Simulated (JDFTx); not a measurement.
## Si2Ni in JDFTx: tuning threads

Input of the first run (threads 1); the others differ in this setting and in those tied to it:

Si2Ni.in

```
lattice \
    0.0000000000     5.1079297149     5.1079297149 \
    5.1079297149     0.0000000000     5.1079297149 \
    5.1079297149     5.1079297149     0.0000000000
coords-type Lattice
ion Ni     0.0000000000     0.0000000000     0.0000000000 1
ion Si     0.7500000000     0.7500000000     0.7500000000 1
ion Si     0.2500000000     0.2500000000     0.2500000000 1

ion-species pseudo/Ni.upf
ion-species pseudo/Si.upf
elec-cutoff 49 392
elec-ex-corr gga-PBE
kpoint-folding 7 7 7
elec-smearing Fermi 0.0018374661
elec-n-bands 20
spintype z-spin
initial-magnetic-moments Ni 1
elec-initial-magnetization 1 no
electronic-SCF nIterations 100 energyDiffThreshold 1e-09
electronic-minimize nIterations 30 energyDiffThreshold 1e-7
forces-output-coords Cartesian

dump-name run.$VAR
dump End Ecomponents EigStats BandEigs Kpoints Forces Stress
```

Potentials or basis: PseudoDojo-SR-PBE-0.5-standard with smoothed tails.

The run is started by

```console
$ jdftx -c 1 -i Si2Ni.in -o Si2Ni.out
```

Hardware: Arm Neoverse N1.

| threads | energy less the last converged row (meV/atom) | SCF cycles | wall time (s) | peak memory (GiB) |
| --- | --- | --- | --- | --- |
| 1 | 0.00 | 22 | 780 | 0.3 |
| 2 | 0.00 | 22 | 430 | 0.29 |
| 4 | 0.00 | 22 | 260 | 0.3 |
| 8 | 0.00 | 22 | 260 | 0.31 |
| 16 | 0.00 | 22 | 420 | 0.33 |
| 32 | 0.00 | 22 | 800 | 0.38 |

Fastest here: 4 (260 s), level within noise with 8; slowest of those that converged: 32 (800 s). These are single runs, one after another on one machine, so differences under about a fifth mean little.
